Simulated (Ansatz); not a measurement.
## PbS (Galena): band structure with PBE

Crystal: PbS (Galena).

```
Pb S
1.0
     0.00000    2.96575    2.96575
     2.96575    0.00000    2.96575
     2.96575    2.96575    0.00000
Pb S
1 1
Direct
  0.00000 0.00000 0.00000
  0.50000 0.50000 0.50000
```

```
Program                             : Ansatz 0.2.0
Task                                : band structure
Functional                          : PBE
Potentials or basis                 : JTH PAW
Cutoff                              : 1800 eV (not typed: the program's choice for these potentials)
k mesh                              : 8 × 8 × 8
Occupations                         : fermi-dirac, width 0.05 eV
Spin                                : no spin polarisation
Path                                : [["G", "X", "W", "K", "G", "L", "U", "W", "L", "K"], ["U", "X"]]
Points for each segment of the path : 14
```

```json
{
 "Pressure": "2.3 GPa",
 "Band gap on the k mesh": "0.36 eV, direct",
 "Band gap along the path": "0.36 eV, direct"
}
```

Levels at the corners of the path, in eV from the valence-band top:
| point | band 6 | band 7 | band 8 | band 9 | band 10 | band 11 | band 12 | band 13 | band 14 | band 15 |
| --- | --- | --- | --- | --- | --- | --- | --- | --- | --- | --- |
| Γ | -13.60 | -6.04 | -2.17 | -2.17 | -2.17 | 5.21 | 5.21 | 5.21 | 6.72 | 6.72 |
| X | -11.92 | -7.21 | -5.20 | -3.44 | -3.44 | 3.88 | 5.57 | 5.68 | 5.68 | 11.06 |
| W | -11.88 | -7.95 | -4.43 | -4.43 | -1.02 | 2.18 | 4.66 | 4.66 | 8.16 | 8.16 |
| K | -11.93 | -7.99 | -4.78 | -2.94 | -2.48 | 3.33 | 4.13 | 5.05 | 6.23 | 10.20 |
| Γ | -13.60 | -6.04 | -2.17 | -2.17 | -2.17 | 5.21 | 5.21 | 5.21 | 6.72 | 6.72 |
| L | -12.36 | -8.85 | -1.77 | -1.77 | 0.00 | 0.36 | 1.96 | 1.96 | 8.68 | 10.05 |
| U | -11.93 | -7.99 | -4.78 | -2.94 | -2.48 | 3.33 | 4.13 | 5.05 | 6.23 | 10.20 |
| W | -11.88 | -7.95 | -4.43 | -4.43 | -1.02 | 2.18 | 4.66 | 4.66 | 8.16 | 8.16 |
| L | -12.36 | -8.85 | -1.77 | -1.77 | 0.00 | 0.36 | 1.96 | 1.96 | 8.68 | 10.05 |
| K | -11.93 | -7.99 | -4.78 | -2.94 | -2.48 | 3.33 | 4.13 | 5.05 | 6.23 | 10.20 |
| U | -11.93 | -7.99 | -4.78 | -2.94 | -2.48 | 3.33 | 4.13 | 5.05 | 6.23 | 10.20 |
| X | -11.92 | -7.21 | -5.20 | -3.44 | -3.44 | 3.88 | 5.57 | 5.68 | 5.68 | 11.06 |

It took 15 s on 2 threads of Arm Neoverse V1, on a shared host, peak memory 0.89 GiB.

Caveat: spin-orbit coupling is left out, which as a rule narrows the gap of such compounds by several tenths of an eV.
